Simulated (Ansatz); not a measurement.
Input and command of a calculation in Ansatz (plane waves; scalar-relativistic PAW potentials unless the input names others):

```yaml
crystal:
  lattice:
    - [3.6390127226, 0.0, 0.0]
    - [-1.8195063613, 3.1514774625, 0.0]
    - [0.0, 0.0, 6.9382303938]
  atoms:
    - { symbol: Pt, position: [0.0, 0.0, 0.0] }
    - { symbol: Se, position: [0.6666666667, 0.3333333333, 0.8024496451] }
    - { symbol: Se, position: [0.3333333333, 0.6666666667, 0.1975503549] }
basis:
  ecutwfc: 420
kpoints:
  mp_grid: { grid: [18, 18, 6] }
hamiltonian:
  xc: pbe
scf:
  occupations: { method: gaussian, width: 0.02 }
output:
  forces: true
  eigenvalues: true
  stress: true
```

```bash
ansatz run input.yaml --threads 1 --pin off --max-ram 2560MiB --backend cpu --events-out ev --progress --plain --runs-dir out
```

Abridged log:
```
Basis set: ecut = 420 eV, 1523 PW (Γ), exchange–correlation on 50×50×96 points (8 copies of the dense FFT grid, shifted against one another)
Bands: 30, of which v1, the nominal top of the filled ones, is band 25 counted from 1 (24 counted from 0)
Symmetry: 12 space group operations
k-points: 202 of 1944
SCF iter   1: F=—  HF=-23462.305917 eV  |F-HF|=—  |Δ(HF+E_count)|=         —  Δρ=2.70e-3  dr2=3.75e-3  ethr=1.77e-3  ⟨swp⟩=6.2  Hψ=24677  notcnv=0
SCF iter   2: F=—  HF=-23462.306370 eV  |F-HF|=—  |Δ(HF+E_count)|=   4.54e-4  Δρ=1.16e-3  dr2=7.50e-4  ethr=7.51e-6  ⟨swp⟩=2.0  Hψ=10704  notcnv=0  defer=202
SCF iter   3: F=—  HF=-23462.306550 eV  |F-HF|=—  |Δ(HF+E_count)|=   1.79e-4  Δρ=6.69e-4  dr2=1.87e-4  ethr=1.50e-6  ⟨swp⟩=2.2  Hψ=7480  notcnv=0
automatic band count: iteration 3 solves 29 bands in place of 30: the levels show a gap, and the empty bands left out lie too high to hold charge; the band table lists the bands solved (type scf.n_extra_bands for more)
SCF iter   4: F=—  HF=-23462.306643 eV  |F-HF|=—  |Δ(HF+E_count)|=   9.38e-5  Δρ=2.25e-4  dr2=2.34e-5  ethr=3.75e-7  ⟨swp⟩=2.0  Hψ=7651  notcnv=0
SCF iter   5: F=—  HF=-23462.306675 eV  |F-HF|=—  |Δ(HF+E_count)|=   3.20e-5  Δρ=4.51e-5  dr2=1.70e-6  ethr=4.68e-8  ⟨swp⟩=2.0  Hψ=8053  notcnv=0
SCF iter   6: F=—  HF=-23462.306677 eV  |F-HF|=—  |Δ(HF+E_count)|=   1.22e-6  Δρ=1.04e-5  dr2=1.03e-7  ethr=3.39e-9  ⟨swp⟩=2.0  Hψ=10053  notcnv=0
SCF iter   7: F=-23462.306677 eV  HF=-23462.306677 eV  |F-HF|=2.56e-8  |Δ(HF+E_count)|=   1.26e-7  Δρ=3.48e-6  dr2=1.59e-8  ethr=2.00e-10  ⟨swp⟩=5.2  Hψ=23578  notcnv=0
SCF 1 converged in 7 iterations: F = -23462.306677 eV  dr2 = 1.59e-8
SCF converged after 7 iterations
Free energy (F): -23462.306677 eV
Harris-Foulkes:  -23462.306677 eV  (|F-HF|=2.56e-8)
Internal energy: -23462.306677 eV  (E = F + TS)
E sigma→0 (E₀):  -23462.306677 eV
Fermi energy:    8.695398 eV
--- Forces (eV/Å), atoms counted from 1 ---
  atom   1  Pt     0.00000000     0.00000000     0.00000000
  atom   2  Se     0.00000000     0.00000000    -0.00028398
  atom   3  Se     0.00000000     0.00000000     0.00028398
--- Stress (GPa, compression-positive) ---
        4.180019       0.000000       0.000000
        0.000000       4.180019       0.000000
        0.000000       0.000000       0.002800
  P = ⅓ Tr σ = 2.7876 GPa (27.876 kbar)
```

Apart from outputs, empty bands and the relaxation, which only the reference makes, the input differs from a reference run on usual settings in kpoints.mp_grid.grid: [12, 12, 4] → [18, 18, 6]. The reference, at the same geometry, ended its own course with pressure 2.79 GPa, largest force 0.000 eV/Å, gap on the mesh 1.07 eV. This run converged in 7 SCF iterations with an energy at zero smearing 0.01 meV/atom above the reference's, pressure 2.79 GPa, largest force 0.000 eV/Å, gap on the mesh 1.06 eV.

The run took 24 s on 1 thread of Intel(R) Xeon(R) Platinum 8259CL CPU @ 2.50GHz (Skylake/Cascade Lake), with other jobs on the host, peak memory 0.64 GiB.